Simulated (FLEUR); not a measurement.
## Ge in FLEUR: convergence with muffin-tin radii scaled

The system is Ge.

```
CELL_PARAMETERS angstrom
-2.57449 2.57449 1.39741
2.57449 -2.57449 1.39741
2.57449 2.57449 -1.39741
ATOMIC_POSITIONS crystal
Ge 0.50000 0.50000 0.00000
Ge 0.25000 0.75000 0.50000
```

This isn't the form of Ge at room conditions, which is diamond.

| Item | Value |
| --- | --- |
| Program | FLEUR MaX-R8.1 (later development tree) |
| Task | convergence study |
| Functional | PBEsol |
| Potentials or basis | all-electron |
| Basis | FLAPW |
| Kmax | 4.24 1/bohr |
| k mesh | 9 × 9 × 9 |
| Occupations | fermi-dirac, width 0.05 eV |
| Spin | no spin polarisation |

These are the settings of the first run; the series varies muffin-tin radii scaled, with any setting tied to it.

Hardware: 1 thread of Arm Neoverse V1, on a shared host.

```
muffin-tin radii scaled  energy less the tightest run, at zero smearing (meV/atom)  SCF cycles  CPU time (s)  peak memory (GiB)
                   0.75                                                     714.11          13            90               0.07
                    0.8                                                     266.89          13            86               0.07
                   0.85                                                      95.58          13            90               0.07
                    0.9                                                      31.79          13            90               0.07
                   0.95                                                       8.21          13            90               0.07
                      1                                                       0.00          13            90               0.07
```

Not settled before the last step: the energy (to 1 meV/atom). The tightest run that finished is the yardstick and may itself not be fully converged.
